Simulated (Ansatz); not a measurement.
# How the conductance of NiSi2/ZnS/CoSi2 changes with thickness, part 4 of 6

How fast does the current through NiSi2/ZnS/CoSi2 fall with each added layer? The lower electrode is NiSi2 fluorite(111), the upper one CoSi2 fluorite(111); the barrier is ZnS wurtzite(0001) (whole bilayers). In the first transport cell, after relaxation, the nearest pair of electrode and barrier is Si–S at 2.33 Å, along the normal, at the lower face and Si–Zn at 2.50 Å, along the normal, at the upper one. All share a net of side 3.84 Å, which strains the lower electrode by +0.0 %, the upper one by +1.3 % and the barrier by -0.3 %, against typed lattice constants near PBE's. The first steps treat the bulk electrodes alone.

Ansatz 0.2.0; PBE DFT, plane waves, PAW files (the session's first sound run).

So far. Step 4 (Relaxing the interfaces): The largest force component on a free atom ends at 0.0078 eV/Å. The work functions of the outer faces are 5.35 and 4.83 eV.

## Step 5: T(E) of the junction

This step: PBE DFT, plane waves, PAW files; ballistic transmission by layer matching between semi-infinite leads (Ansatz 0.2.0).

System of this step: NiSi2/ZnS/CoSi2. The cell holds 55 atoms: 34 Si, 8 Ni, 2 S, 2 Zn and 9 Co. Cell: a = 3.840 Å, b = 3.840 Å, c = 73.288 Å, α = 90.0°, β = 90.0°, γ = 120.0°. Regions: left electrode, 25 atoms (17 Si and 8 Ni); barrier, 4 atoms (2 S and 2 Zn); right electrode, 26 atoms (17 Si and 9 Co). Vacuum lies along c.

The relaxed core is set between ideal electrode layers (this cell holds 4 atomic planes between the electrodes; where that differs from the relaxed slab, whole periods were copied in or cut out without a new relaxation), which the solver continues as semi-infinite leads. A wide energy window on a coarse mesh (12×12) shows where the Fermi level lies against the barrier's bands; the projected density of states shows how far the metals' states reach in.

Input file input.yaml:

```yaml
crystal:
  lattice:
    - [3.84, 0.0, 0.0]
    - [-1.92, 3.3255375505, 0.0]
    - [0.0, 0.0, 73.2881084232]
  atoms:
    - { symbol: Si, position: [0.0, 0.0, 0.0955134489] }
    - { symbol: Si, position: [0.66666667, 0.33333333, 0.1168227351] }
    - { symbol: Ni, position: [0.0, 0.0, 0.1277455797] }
    - { symbol: Si, position: [0.33333333, 0.66666667, 0.1386684243] }
    - { symbol: Si, position: [0.0, 0.0, 0.1599777105] }
    - { symbol: Ni, position: [0.33333333, 0.66666667, 0.1709005551] }
    - { symbol: Si, position: [0.66666667, 0.33333333, 0.1818233997] }
    - { symbol: Si, position: [0.33333333, 0.66666667, 0.2031326859] }
    - { symbol: Ni, position: [0.66666667, 0.33333333, 0.2140555305] }
    - { symbol: Si, position: [0.0, 0.0, 0.2249783751] }
    - { symbol: Si, position: [0.66666667, 0.33333333, 0.2462876613] }
    - { symbol: Ni, position: [0.0, 0.0, 0.2572105059] }
    - { symbol: Si, position: [0.33333333, 0.66666667, 0.2681333505] }
    - { symbol: Si, position: [0.0, 0.0, 0.2894426367] }
    - { symbol: Ni, position: [0.33333333, 0.66666667, 0.3003654813] }
    - { symbol: Si, position: [0.66666667, 0.33333333, 0.3112883259] }
    - { symbol: Si, position: [0.33333333, 0.66666667, 0.3325976121] }
    - { symbol: Ni, position: [0.66666667, 0.33333333, 0.3435204567] }
    - { symbol: Si, position: [0.0, 0.0, 0.3544433014] }
    - { symbol: Si, position: [0.66666667, 0.33333333, 0.3757525875] }
    - { symbol: Ni, position: [0.0, 0.0, 0.3866754321] }
    - { symbol: Si, position: [0.33333333, 0.66666667, 0.3975982768] }
    - { symbol: Si, position: [0.0, 0.0, 0.4189075629] }
    - { symbol: Ni, position: [0.33333333, 0.66666667, 0.4298304075] }
    - { symbol: Si, position: [0.66666667, 0.33333333, 0.4412833847] }
    - { symbol: S, position: [0.66666667, 0.33333333, 0.4730656724] }
    - { symbol: Zn, position: [0.0, 0.0, 0.4841979067] }
    - { symbol: S, position: [0.0, 0.0, 0.5161631131] }
    - { symbol: Zn, position: [0.66666667, 0.33333333, 0.5277362865] }
    - { symbol: Si, position: [0.66666667, 0.33333333, 0.5617968831] }
    - { symbol: Co, position: [0.0, 0.0, 0.5698598997] }
    - { symbol: Si, position: [0.33333333, 0.66666667, 0.5800427931] }
    - { symbol: Si, position: [0.0, 0.0, 0.6015053377] }
    - { symbol: Co, position: [0.33333333, 0.66666667, 0.6116882311] }
    - { symbol: Si, position: [0.66666667, 0.33333333, 0.6218711245] }
    - { symbol: Si, position: [0.33333333, 0.66666667, 0.6433336691] }
    - { symbol: Co, position: [0.66666667, 0.33333333, 0.6535165625] }
    - { symbol: Si, position: [0.0, 0.0, 0.6636994559] }
    - { symbol: Si, position: [0.66666667, 0.33333333, 0.6851620005] }
    - { symbol: Co, position: [0.0, 0.0, 0.695344894] }
    - { symbol: Si, position: [0.33333333, 0.66666667, 0.7055277874] }
    - { symbol: Si, position: [0.0, 0.0, 0.726990332] }
    - { symbol: Co, position: [0.33333333, 0.66666667, 0.7371732254] }
    - { symbol: Si, position: [0.66666667, 0.33333333, 0.7473561188] }
    - { symbol: Si, position: [0.33333333, 0.66666667, 0.7688186634] }
    - { symbol: Co, position: [0.66666667, 0.33333333, 0.7790015568] }
    - { symbol: Si, position: [0.0, 0.0, 0.7891844502] }
    - { symbol: Si, position: [0.66666667, 0.33333333, 0.8106469948] }
    - { symbol: Co, position: [0.0, 0.0, 0.8208298882] }
    - { symbol: Si, position: [0.33333333, 0.66666667, 0.8310127817] }
    - { symbol: Si, position: [0.0, 0.0, 0.8524753262] }
    - { symbol: Co, position: [0.33333333, 0.66666667, 0.8626582197] }
    - { symbol: Si, position: [0.66666667, 0.33333333, 0.8728411131] }
    - { symbol: Si, position: [0.33333333, 0.66666667, 0.8943036577] }
    - { symbol: Co, position: [0.66666667, 0.33333333, 0.9044865511] }
kpoints:
  mp_grid: { grid: [8, 8, 1] }
scf:
  occupations: { method: fermi_dirac, width: 0.1 }
  max_iter: 150
hamiltonian:
  xc: pbe
output:
  transmission:
    kmesh: [12, 12]
    e_range: [-2, 3]
    de: 0.1
    leads: [[10, 13], [41, 44]]
  dos: { projected: true, e_range: [-6, 5], de: 0.05 }
  write_potential: true
  write_density: true
  volumetric_format: npy
  elf: true
```

Started as:

```sh
$ ansatz run input.yaml --threads 8 --pin off --max-ram 24576MiB --backend cpu --events-out ev --progress --plain --runs-dir out
```

Numbers of over 12 decimals in the logs are rounded to 6 here.

Output:

```text
[...]
Crystal: 55 atoms, lattice volume = 935.894 Å³
Basis set: ecut = 420 eV, 18245 PW (Γ)
Bands: 290, of which v1, the nominal top of the filled ones, is band 235 counted from 1 (234 counted from 0)
Symmetry: 6 space group operations
[...]
k-points: 10 of 64 (time reversal used)
[...]
SCF iter   1: F=—  HF=-122932.510104 eV  |F-HF|=—  |Δ(HF+E_count)|=         —  Δρ=1.42e-2  dr2=6.24e1  ethr=1.77e-3  ⟨swp⟩=9.0  Hψ=14713  notcnv=0  defer=134
[...]
SCF iter  13: F=-122932.177308 eV  HF=-122932.177308 eV  |F-HF|=3.01e-8  |Δ(HF+E_count)|=   4.70e-8  Δρ=1.61e-6  dr2=3.43e-8  ethr=2.13e-11  ⟨swp⟩=20.0  Hψ=12020  notcnv=0
SCF 1 converged in 13 iterations: F = -122932.177308 eV  dr2 = 3.43e-8
[...]
transmission: 122 of 1216 steps passed
transmission: 250 of 1216 steps passed
[...]
transmission: 1216 of 1216 steps passed
WARN: The output density's exchange-correlation potential varies sharply where the density is thin. Do not read a vacuum level from v_tot or v_xc, or from such a field of the output density. On a cell that repeats whose density bears no net charge and no dipole along the vacuum's axis use v_es (v_loc + v_h of the components); under efield.dipole_correction with no amplitude use v_es + v_field, which holds any externa [...]
SCF converged after 13 iterations
Free energy (F): -122932.177308 eV
[...]
Internal energy: -122931.582966 eV  (E = F + TS)
E sigma→0 (E₀):  -122931.880137 eV
Entropy (-TS):   -0.594342 eV (-10.806 meV/atom)
Fermi energy:    8.879191 eV
[...]
--- Band table (eV; the first three rows and the last of 10) ---
  k-point 0: bands = [... 231 lower, 10.1238, 10.1295, 10.2805, 10.2934, 10.2934, 10.4260, 10.5293, 10.5293, ... 51 higher]
  k-point 1: bands = [... 231 lower, 9.7185, 9.7623, 9.7864, 9.8172, 9.9502, 10.0039, 10.1598, 10.2091, ... 51 higher]
  k-point 2: bands = [... 231 lower, 8.8372, 8.9668, 9.0066, 9.0926, 9.2800, 9.3054, 9.3284, 9.5360, ... 51 higher]
  k-point 9: bands = [... 231 lower, 8.1682, 8.2885, 8.2954, 8.3689, 8.3997, 8.4159, 8.4419, 8.5983, ... 51 higher]
--- Transmission ---
  basis      : 109 plane waves across, 64 finite elements along
  points     : 19, standing for a mesh of 12 x 12
  energies   : 51 from -2.000000 to 3.000000 eV about the Fermi level, 0.100000 eV apart; the leads are filled to 0.000000 eV, and channels, transmission and decay are at 0.000000 eV
  crystal 0  : Si2Ni1, at the sites [10, 13], period 3.1627 Å, over 25.30 Å; its Hamiltonian steps by up to 9.7 meV
    offset         : up to 0.0000 Å between an atom of the period and one for which it stands
    channels       : 1.159722e0 a spin
    conductance    : none, the energies end too early or step too widely for 300 K: set another output.transmission.e_range or a lower de, or, where they end at an eighth of basis.ecutwfc, a higher one
    slowest decay  : 0.0808 /Å at (0.2500, 0.1667)
  crystal 1  : Si2Co1, at the sites [41, 44], period 3.0655 Å, over 25.55 Å; its Hamiltonian steps by up to 4.6 meV
[...]
channels       : 1.270833e0 a spin
[...]
slowest decay  : 0.1079 /Å at (0.4167, 0.0833)
  junction   : crystal 0 to crystal 1, 20.43 to 52.49 Å
    transmission   : 1.485083e-2 a spin
[...]
```

The job ended after 3 min (8 threads of Arm Neoverse V2, shared host; peak memory 10 GiB).

Reading the cycles: dr2 is the Hartree energy of the density residual (eV), the measure of convergence; HF is the Harris–Foulkes estimate of the energy, which meets the free energy F at convergence.

Numbers from this step:

| Quantity | Value |
| --- | --- |
| free energy | -122932.1773 eV |
| Fermi energy | 8.879 eV |
| level to which the leads are filled | 0 eV from the Fermi level |
| transmission at the Fermi level (a spin, zone mean) | 0.01485 |
| channels of the lower lead | 1.160 |
| channels of the upper lead | 1.271 |
| potential step in the lower lead | 9.7 meV |
| potential step in the upper lead | 4.6 meV |

One spin. The transmission, zone mean by energy, zero at the Fermi level:

```
energy (eV)  transmission, zone mean
      -2.00                   0.0986
      -1.80                   0.0828
      -1.70                    0.114
      -1.50                    0.229
      -1.30                   0.0477
      -1.20                   0.0841
      -1.10                   0.0786
      -1.00                   0.0692
      -0.80                   0.0442
      -0.60                   0.0502
      -0.40                   0.0219
      -0.30                   0.0164
      -0.10                   0.0349
       0.00                   0.0149
       0.10                   0.0157
       0.20                   0.0208
       0.40                   0.0190
       0.60                   0.0207
       0.80                   0.0133
       0.90                  0.00946
       1.10                   0.0203
       1.30                   0.0466
       1.40                   0.0433
       1.60                   0.0573
       1.80                   0.0432
       2.00                   0.0481
       2.10                    0.107
       2.30                    0.256
       2.50                    0.402
       2.60                    0.450
       2.70                    0.328
       2.80                    0.255
       3.00                    0.125
```

One spin. Table of open channels, zone mean by energy, zero at the Fermi level:

```
energy (eV)  lower lead  upper lead
      -2.00        1.88        1.55
      -1.80        1.84        2.04
      -1.70        1.84        1.75
      -1.50        1.59        1.74
      -1.30        1.31        1.49
      -1.10        1.19        1.67
      -1.00        1.02        1.63
      -0.80        1.02        1.67
      -0.60       0.854        1.94
      -0.40       0.681        1.83
      -0.30       0.701        1.62
      -0.10        1.03        1.35
       0.00        1.16        1.27
       0.10        1.12        1.27
       0.20        1.16        1.23
       0.40        1.37       0.979
       0.60        1.63       0.903
       0.80        1.80       0.681
       0.90        1.92       0.639
       1.10        2.13       0.597
       1.30        1.55       0.514
       1.40        1.55       0.514
       1.60        1.03       0.882
       1.80       0.674       0.924
       2.00        1.33        1.26
       2.10        2.45        1.42
       2.30        2.92        1.63
       2.50        2.81        1.79
       2.70        3.12         1.5
       2.80        3.25        1.10
       3.00        2.75       0.542
```

Transmission over k1 and k2. At 0.0000 eV from the Fermi level.

Values, 12 rows by 12 columns:
```
0.000 0.002 0.004 0.000 0.000 0.004 0.002 0.000 0.000 0.000 0.000 0.000
0.000 0.004 0.010 0.021 0.016 0.021 0.010 0.004 0.000 0.000 0.000 0.000
0.000 0.000 0.021 0.026 0.037 0.037 0.026 0.021 0.000 0.000 0.000 0.000
0.000 0.000 0.016 0.037 0.122 0.002 0.122 0.037 0.016 0.000 0.000 0.000
0.000 0.004 0.021 0.037 0.002 0.054 0.054 0.002 0.037 0.021 0.004 0.000
0.000 0.002 0.010 0.026 0.122 0.054 0.000 0.054 0.122 0.026 0.010 0.002
0.000 0.000 0.004 0.021 0.037 0.002 0.054 0.054 0.002 0.037 0.021 0.004
0.000 0.000 0.000 0.000 0.016 0.037 0.122 0.002 0.122 0.037 0.016 0.000
0.000 0.000 0.000 0.000 0.000 0.021 0.026 0.037 0.037 0.026 0.021 0.000
0.000 0.000 0.000 0.000 0.000 0.004 0.010 0.021 0.016 0.021 0.010 0.004
0.000 0.000 0.000 0.000 0.000 0.000 0.002 0.004 0.000 0.000 0.004 0.002
0.000 0.000 0.000 0.000 0.000 0.000 0.000 0.000 0.000 0.000 0.000 0.000
```
Columns: k1 (b1) from -0.5 to 0.417; rows upwards: k2 (b2) from -0.5 to 0.417.

Open channels of the lower lead over k1 and k2. At 0.0000 eV from the Fermi level.

Ten even steps from '0' (0.00) to '9' (3.00):
```
333003333003
333636333000
006966960000
303693963033
336636636633
333996669933
333663663663
333036939630
000006966960
300033363633
330033330033
333033333033
```
Columns: k1 (b1) from -0.5 to 0.417; rows upwards: k2 (b2) from -0.5 to 0.417.

Open channels of the upper lead over k1 and k2. At 0.0000 eV from the Fermi level.

Values, 12 rows by 12 columns:
```
0.00 1.00 1.00 1.00 1.00 1.00 1.00 0.00 0.00 0.00 0.00 0.00
1.00 1.00 2.00 2.00 1.00 2.00 2.00 1.00 1.00 0.00 0.00 0.00
1.00 1.00 2.00 2.00 2.00 2.00 2.00 2.00 1.00 1.00 0.00 0.00
1.00 1.00 1.00 2.00 3.00 3.00 3.00 2.00 1.00 1.00 1.00 0.00
0.00 1.00 2.00 2.00 3.00 3.00 3.00 3.00 2.00 2.00 1.00 0.00
0.00 1.00 2.00 2.00 3.00 3.00 3.00 3.00 3.00 2.00 2.00 1.00
0.00 0.00 1.00 2.00 2.00 3.00 3.00 3.00 3.00 2.00 2.00 1.00
1.00 0.00 1.00 1.00 1.00 2.00 3.00 3.00 3.00 2.00 1.00 1.00
1.00 0.00 0.00 1.00 1.00 2.00 2.00 2.00 2.00 2.00 2.00 1.00
1.00 0.00 0.00 0.00 1.00 1.00 2.00 2.00 1.00 2.00 2.00 1.00
0.00 0.00 0.00 0.00 0.00 0.00 1.00 1.00 1.00 1.00 1.00 1.00
0.00 0.00 1.00 1.00 1.00 0.00 0.00 0.00 1.00 1.00 1.00 0.00
```
Columns: k1 (b1) from -0.5 to 0.417; rows upwards: k2 (b2) from -0.5 to 0.417.

Projected DOS an atom over height of the atomic layer and energy from the Fermi level. Layers: Si Si Ni Si Si Ni Si Si Ni Si Si Ni Si Si Ni Si Si Ni Si Si Ni Si Si Ni Si S Zn S Zn Si Co Si Si Co Si Si Co Si Si Co Si Si Co Si Si Co Si Si Co Si Si Co Si Si Co; projections on atoms miss part of the total, and the computed bands can run out at the top of the range; a column is the mean of 4 neighbouring layers, the last of those left over.

Ten even steps from '_' (0.08 states/eV) to '@' (2.92 states/eV), each cell a mean:
```
____________________________
________________..__..______
....__....____............__
....__........____________..
..............____________..
..........______..........::
..________________..........
....__....________________..
__........________________..
__________________________..
______________............--
__________..__::..--::::--**
::..______..__--::++::::++++
::........::__--==##====##::
::..::....==..::::--....--..
::::==::::##::....::....::::
==++@@++++**--....::....::..
::::==::::::::..----------..
::::::::::--..............__
::--==----::..__..........__
....::........______________
______..____..______________
```
Columns: height of the atomic layer (Å) from 8.77 to 65.3 (not evenly spaced); rows upwards: energy from the Fermi level (eV) from -6 to 5.

Valence density in the ca plane at fractional y = 0.000, with atoms of Si and Ni and Zn and S and Co within 0.2 Å of it. It is the smooth field of the valence electrons, not physical close to the nuclei.

Ten steps, logarithmic in the rise over the least value, from '0' (0 e/Å³) to '9' (40 e/Å³), each cell a mean:
```
11588521110010000000015873112222200000158852
11244211111110000000012321012222100000124421
01111110011111000000001100001111100000011111
00111100000111110000011000000000000000011110
00111100000111110000111000000000000000011110
00111100000111110000011000000000000000011110
00111100001111100000001000000011000000011111
11122111111111000000001110001221100000012211
11366411111110000000013542112222100000136641
12699621100010000000016984122112200000159962
```
Columns run along c (16.0 Å, from fractional 0.37 to 0.59 of the cell), rows up along a (3.8 Å). Atoms in or near the plane, at fractional coordinates: Ni at (0.39, 0.00), Si at (0.42, 0.00), Zn at (0.48, 0.00), S at (0.52, 0.00), Co at (0.57, 0.00).

ELF in the ca plane at fractional y = 0.000, with atoms of Si and Ni and Zn and S and Co within 0.2 Å of it. It is the smooth field of the valence electrons, not physical close to the nuclei.

Values, 6 rows by 16 columns, each cell a mean:
```
0.06 0.14 0.08 0.58 0.57 0.67 0.08 0.16 0.58 0.40 0.44 0.47 0.15 0.08 0.46 0.37
0.17 0.36 0.18 0.36 0.72 0.43 0.15 0.37 0.33 0.40 0.52 0.58 0.36 0.31 0.53 0.56
0.33 0.69 0.30 0.06 0.19 0.17 0.28 0.51 0.65 0.44 0.31 0.37 0.60 0.59 0.44 0.31
0.29 0.64 0.26 0.12 0.33 0.20 0.25 0.50 0.60 0.44 0.36 0.42 0.55 0.53 0.46 0.37
0.12 0.25 0.16 0.46 0.80 0.54 0.12 0.28 0.27 0.37 0.55 0.61 0.28 0.21 0.55 0.57
0.05 0.12 0.04 0.60 0.39 0.66 0.08 0.15 0.76 0.43 0.43 0.38 0.13 0.06 0.38 0.33
```
Columns run along c (16.0 Å, from fractional 0.46 to 0.67 of the cell), rows up along a (3.8 Å). Atoms in or near the plane, at fractional coordinates: Zn at (0.48, 0.00), S at (0.52, 0.00), Co at (0.57, 0.00), Si at (0.60, 0.00), Si at (0.66, 0.00).

Electrostatic potential energy in the ca plane at fractional y = 0.000, with atoms of Si and Ni and Zn and S and Co within 0.2 Å of it. With pseudopotentials it is smooth inside the atoms' cores, unlike the true potential.

Ten even steps from '0' (-47 eV) to '9' (12 eV), each cell a mean:
```
99984223786333589999850015872003899999985001
99997546898545899999985358986447899999997545
99999889999988999999998889998889999999999888
99999999999999999999999999999999999999999999
99999999999999999999988988999999888998888999
99999999999999999999999998999999888999889999
99999999999999999999999999999999999999999999
99998768999877899999997679998778999999998767
99985334797333699999962127874125899999986213
99974113685343489999840004861002799999984000
```
Columns run along c (16.0 Å, from fractional 0.46 to 0.67 of the cell; values clipped at the 3rd and 97th percentile), rows up along a (3.8 Å). Atoms in or near the plane, at fractional coordinates: Zn at (0.48, 0.00), S at (0.52, 0.00), Co at (0.57, 0.00), Si at (0.60, 0.00), Si at (0.66, 0.00).

At the Fermi level the transmission is 0.015, as a zone mean for one spin on this coarse mesh. At the Fermi level the layers of this cell's barrier hold from 0.0073 to 0.049 states an eV and atom. In the worse lead the potential repeats within 9.7 meV, which the program lets pass.

(Continued in part 5 of 6.)

[Logs are printed without paths, hosts, clocks, repeated set-up lines and the standing remarks that a program may print on its own settings, such as how far it seeks lower states.]

[Hosts, paths, dates, database ids (printed as entryN), source tags and the programs' standing remarks are cut or masked in the printed files.]
